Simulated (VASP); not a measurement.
# BP: band structure with TPSS

The system is BP.

```
P B
1.0
     0.00000    2.26900    2.26900
     2.26900    0.00000    2.26900
     2.26900    2.26900    0.00000
P B
1 1
Direct
  0.75000 0.75000 0.75000
  0.00000 0.00000 0.00000
```

```yaml
Program: VASP 6.6.1
Task: band structure
Functional: TPSS
Potentials_or_basis: VASP PAW PBE potentials, release 64 (P, B)
Cutoff: 520 eV
k_mesh: 10 × 10 × 10
Occupations: fermi-dirac, width 0.05 eV
Spin: no spin polarisation
Further_INCAR_settings: ALGO = Normal; EDIFF = 1e-07; NBANDS = 11
```

```
Pressure                : 0.7 GPa
Band gap on the k mesh  : 1.26 eV, indirect (least direct gap 3.54 eV)
Band gap along the path : 1.26 eV, indirect (least direct gap 3.54 eV)
```

Levels at the corners of the path, in eV from the valence-band top:
| point | band 2 | band 3 | band 4 | band 5 | band 6 | band 7 |
| --- | --- | --- | --- | --- | --- | --- |
| Γ | 0.00 | 0.00 | 0.00 | 3.54 | 3.54 | 3.54 |
| X | -8.76 | -4.16 | -4.16 | 1.33 | 1.70 | 12.44 |
| X | -8.76 | -4.16 | -4.16 | 1.33 | 1.70 | 12.44 |
| W | -8.23 | -5.76 | -5.55 | 5.41 | 6.82 | 7.53 |
| W | -8.23 | -5.76 | -5.55 | 5.41 | 6.82 | 7.53 |
| K | -8.34 | -6.32 | -3.54 | 2.18 | 6.12 | 10.01 |
| K | -8.34 | -6.32 | -3.54 | 2.18 | 6.12 | 10.01 |
| Γ | 0.00 | 0.00 | 0.00 | 3.54 | 3.54 | 3.54 |
| Γ | 0.00 | 0.00 | 0.00 | 3.54 | 3.54 | 3.54 |
| L | -9.20 | -1.78 | -1.78 | 3.88 | 4.86 | 4.86 |
| L | -9.20 | -1.78 | -1.78 | 3.88 | 4.86 | 4.86 |
| U | -8.34 | -6.32 | -3.54 | 2.18 | 6.12 | 10.01 |
| U | -8.34 | -6.32 | -3.54 | 2.18 | 6.12 | 10.01 |
| W | -8.23 | -5.76 | -5.55 | 5.41 | 6.82 | 7.53 |
| W | -8.23 | -5.76 | -5.55 | 5.41 | 6.82 | 7.53 |
| L | -9.20 | -1.78 | -1.78 | 3.88 | 4.86 | 4.86 |
| L | -9.20 | -1.78 | -1.78 | 3.88 | 4.86 | 4.86 |
| K | -8.34 | -6.32 | -3.54 | 2.18 | 6.12 | 10.01 |
| U | -8.34 | -6.32 | -3.54 | 2.18 | 6.12 | 10.01 |
| X | -8.76 | -4.16 | -4.16 | 1.33 | 1.70 | 12.44 |

Run time: 95 s on 1 thread of AMD EPYC 7R13 Processor (Zen 3), on a shared host, peak memory 0.12 GiB.

Caveat: the PAW data sets were made with another functional, which shifts forces and pressure a little. TPSS opens gaps a little over a GGA but as a rule still falls short of measured ones.
